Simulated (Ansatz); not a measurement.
A single-point calculation of GaSb built on the zincblende prototype with Ansatz 0.2.0, at the level HSE06. The cell was relaxed with r2SCAN and then strained (epitaxial -1.0 % in the plane normal to [111], free normal strain +0.47 %), with the atoms relaxed again with r2SCAN; k points keep the names of the unstrained zone.

Input file:
```yaml
crystal:
  lattice:
    - [0.0300421967, 3.0652622066, 3.0652622066]
    - [3.0652622066, 0.0300421967, 3.0652622066]
    - [3.0652622066, 3.0652622066, 0.0300421967]
  atoms:
    - { symbol: Ga, position: [0.0006714577, 0.0006714577, 0.0006714577] }
    - { symbol: Sb, position: [0.2493285423, 0.2493285423, 0.2493285423] }
kpoints:
  mp_grid: { grid: [6, 6, 6] }
  band_path:
    path:
      - [0.0, 0.0, 0.0]
      - [-0.5, -0.5, 0.0]
      - [-0.375, -0.375, 0.25]
      - [-0.375, 0.0, 0.375]
      - [0.0, 0.0, 0.5]
      - [-0.5, -0.25, 0.25]
    npoints: 1
hamiltonian:
  xc: hse06
scf:
  occupations: { method: fermi_dirac, width: 0.02 }
  n_extra_bands: 4
output:
  forces: true
  stress: true
  eigenvalues: true
  write_density: true
  write_potential: true
  elf: true
  volumetric_format: npy
```

It took 41 s on 1 × NVIDIA H100 80GB HBM3 with 2 threads of AMD EPYC 7R13 Processor (Zen 3) (shared host), load about 0.7 per core; peak host memory 2.8 GiB.

Main lines of the log:
```
Pseudopotential: Ga, paw, valence charge 13, recommended cutoff 420 eV (normal)
Pseudopotential: Sb, paw, valence charge 15, recommended cutoff 420 eV (normal)
Functional definition: HSE06
Crystal: 2 atoms, lattice volume = 56.755 Å³
Basis set: ecut = 420 eV, 1103 PW (Γ)
Bands: 18, of which v1, the nominal top of the filled ones, is band 14 counted from 1 (13 counted from 0)
Symmetry: 6 space group operations
Space group: R3m (ITA 160)
k-points: 32 of 216 (time reversal used)
Exchange kernel: α = 0.2500, screened, ω = 0.2079 Å⁻¹, Wigner–Seitz truncation, v(0) = 1046.8405 eV·Å³, q-mesh 6×6×6
preconditioner: auto → none  [insulator: Δε(μ)=0.734 eV  σ=0.020 eV  ℏωp=20.9 eV]
hybrid outer 1: dexx = +9.970e-3 eV, tail = 4.70e-5 eV
hybrid outer 2: dexx = +8.079e-7 eV, tail = 1.68e-8 eV, Δε = 2.60e-3 eV, ΔF = 1.09e-5 eV/Å
Free energy (F): -10272.651054 eV
Fermi energy:    7.956732 eV
--- Stress (GPa, compression-positive) ---
        1.063565      -0.448697      -0.448697
       -0.448697       1.063565      -0.448697
       -0.448697      -0.448697       1.063565
  P = ⅓ Tr σ = 1.0636 GPa (10.636 kbar)
```

The file bands.tsv (bands near the Fermi energy, numbered from 0, rounded):
```tsv
# k_distance	band_9	band_10	band_11	band_12	band_13	band_14	band_15	band_16	band_17
# fermi_ev = 7.956734
# [0, 0, 0] at k_distance = 0.000000
# [-0.5, -0.5, 0] at k_distance = 1.030023
# [-0.375, -0.375, 0.25] at k_distance = 1.392407
# [-0.375, 0, 0.375] at k_distance = 2.024192
# [0, 0, 0.5] at k_distance = 2.655977
# [-0.5, -0.25, 0.25] at k_distance = 3.380744
# levels_relative_to = fermi_ev
0.000	-18.163	-13.151	-0.556	-0.432	-0.432	0.418	2.883	3.009	3.009
1.030	-18.161	-10.371	-7.914	-3.356	-3.248	0.943	1.291	9.449	9.485
1.392	-18.163	-10.462	-7.699	-4.449	-2.827	1.555	4.039	7.200	7.368
2.024	-18.163	-10.430	-7.703	-4.420	-2.924	1.423	4.266	7.066	7.442
2.656	-18.163	-11.294	-7.439	-1.784	-1.728	0.526	3.926	3.979	6.725
3.381	-18.164	-10.320	-7.750	-4.149	-3.890	4.057	4.487	4.804	5.023
```
In order the rows are Γ, X, U, K, L, W.

Planar averages along the third cell vector, from rho_z.tsv and v_z.tsv (valence density with its augmentation; electrostatic potential energy of an electron, of which only differences have a meaning):

| z (Å) | ρ (e/Å³) | v_es (eV) |
| --- | --- | --- |
| 0.00 | 1.219 | 2.41 |
| 0.29 | 0.909 | 0.81 |
| 0.58 | 0.702 | 0.21 |
| 0.87 | 0.921 | 0.78 |
| 1.16 | 0.976 | 2.05 |
| 1.45 | 0.655 | 3.27 |
| 1.73 | 0.323 | 4.78 |
| 2.02 | 0.172 | 6.79 |
| 2.17 | 0.137 | 7.86 |
| 2.46 | 0.100 | 9.54 |
| 2.75 | 0.084 | 10.14 |
| 3.03 | 0.085 | 9.86 |
| 3.32 | 0.107 | 8.61 |
| 3.61 | 0.180 | 6.77 |
| 3.90 | 0.451 | 5.07 |
| 4.19 | 1.053 | 3.36 |

HSE06 gives a direct gap of 0.85 eV at Γ. Edges are sought over the mesh and the listed points. With the atoms held, the mean pressure is +1.1 GPa (compression positive). (The program warns that its thresholds are loose for a hybrid's stress.)

Spin-unpolarised throughout; all numbers are computed.

Spin-orbit coupling is left out, which matters wherever the heavy atoms make up the band edges.

The meshes of the hybrids are coarse, so their gaps aren't converged to the digits shown.
